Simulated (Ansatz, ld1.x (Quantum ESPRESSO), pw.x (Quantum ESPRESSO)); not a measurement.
# Equation-of-state test of one TM potential (Rb (Z = 37))

```
Element                 : Rb
Generator               : ld1.x (Quantum ESPRESSO) 7.5
Type                    : norm-conserving Troullier–Martins (Kleinman–Bylander form)
Functional              : PBE
Relativity              : scalar-relativistic
Frozen core             : [Kr]
Valence charge          : 1
Reference configuration : 5s1 5p0
Partial waves           : 5p (bound, empty): rc 3.85 bohr; 4d channel at 0.05 Ry: rc 3.50 bohr; 5s (bound): rc 3.75 bohr
Local potential         : the s channel
Core correction         : a·sin(br)/r model core, default radius (core density twice the valence density)
```

Atomic tests: cutoffs needed: 6 Ry and 6 Ry (the cutoffs (Ry, on a coarse ladder) from which the occupation-weighted sum of valence levels, in a spherical-Bessel basis at the reference potential, stays within 10 and 1 mRy of its value at 400 Ry); ghost test: no extra level below or beside the all-electron valence levels (p, d, s, f tested) (spherical-Bessel basis up to 400 Ry, 20 bohr box); largest excitation error: +7.4 meV (all-electron minus pseudo) for 5s0 5p1, out of 2 test configurations.

Crystal test: sc Rb in pw.x 7.5, no spin, 8³ k-points, Fermi–Dirac smearing 0.01 Ry, cutoffs 50/200 Ry. The reference is all-electron LAPW (Ansatz 0.2.0) with the same functional, mesh and smearing; V0 and B0 come from Birch–Murnaghan fits to the pressures at five volumes. Errors are pseudo minus all-electron; Δ is the rms difference of the E(V) curves that follow from these fits, minima aligned, over ±6 % about the mean V0. Mesh and smearing are coarse, so the numbers serve the comparison and aren't converged zero-temperature values; the lattice is a test structure that the element need not adopt.

All-electron: a0 = 4.633 Å (V0 = 99.45 Å³/atom), B0 = 2.1 GPa.

Question: How far does the potential miss the all-electron equation of state?

Answer: mean pressure error (GPa): -0.03; a0 (Å): 4.610; a0 error (%): -0.50; B0 error (%): -1.3; Δ (meV/atom): 0.7.

```
V (Å³/atom)  P all-electron (GPa)  P pseudo (GPa)
     94.525                  0.12            0.08
     97.013                  0.05            0.02
     99.500                 -0.00           -0.03
    101.987                 -0.05           -0.08
    104.475                 -0.09           -0.12
```

Question: At the middle volume, how do free energy and pressure move when the wave cutoff is lowered (ecutrho kept at four times it)?

Answer:

| cutoff (Ry) | shift of F (meV/atom) | shift of P (GPa) |
| --- | --- | --- |
| 22 | +0.1 | +0.00 |
| 30 | +0.0 | +0.00 |
| 40 | +0.0 | +0.00 |

The run at the middle volume (35 k-points, 5 iterations) took about 11 s on one core of a shared host (Neoverse-V1, 64 threads, 495 GiB, load 27).
